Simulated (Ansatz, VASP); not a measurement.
**Two plane-wave programs on FeO (Wuestite)**

```
CELL_PARAMETERS angstrom
0.00000 2.20255 -2.20255
0.00000 2.20255 2.20255
4.40510 0.00000 0.00000
ATOMIC_POSITIONS crystal
Fe 0.00000 0.00000 0.00000
Fe 0.50000 0.50000 0.50000
O 0.00000 0.00000 0.50000
O 0.50000 0.50000 0.00000
```

Alike in both runs: task single point; functional PBE; k mesh 5 × 5 × 3; occupations gaussian, width 0.05 eV; collinear spin; Hubbard terms Fe d U = 4.0 eV.

|  | VASP | Ansatz |
| --- | --- | --- |
| version | VASP 6.6.1 | Ansatz 0.2.0 |
| potentials or method | VASP PAW PBE potentials, release 64 (Fe, O) | scalar-relativistic, plane waves, PAW |
| plane-wave cutoff (eV) | 520 | 420 |
| valence electrons in the cell | 28 | 44 |

|  | VASP | Ansatz | Ansatz less VASP |
| --- | --- | --- | --- |
| pressure (GPa) | -10.2 | 0.1 | +10.37 |
| largest component of the traceless stress (GPa) | 0.68 | 1.22 | +0.537 |
| net moment per atom (μB) | 2.01 | 2.00 | -0.007 |
| size of the moment on the site where the two differ most (μB) | 3.82 | 3.52 | -0.307 |

Site moments also hang on the region over which each program counts them. The programs project onto different local orbitals, so the same U acts differently. The two sets of potentials don't hold the same shells in valence. Ansatz warned: «stability_check_not_made».

Caveats: the k mesh is coarse (spacing up to 0.48 Å⁻¹), so the values aren't converged. The state reached can hang on the start; a lower one may exist.
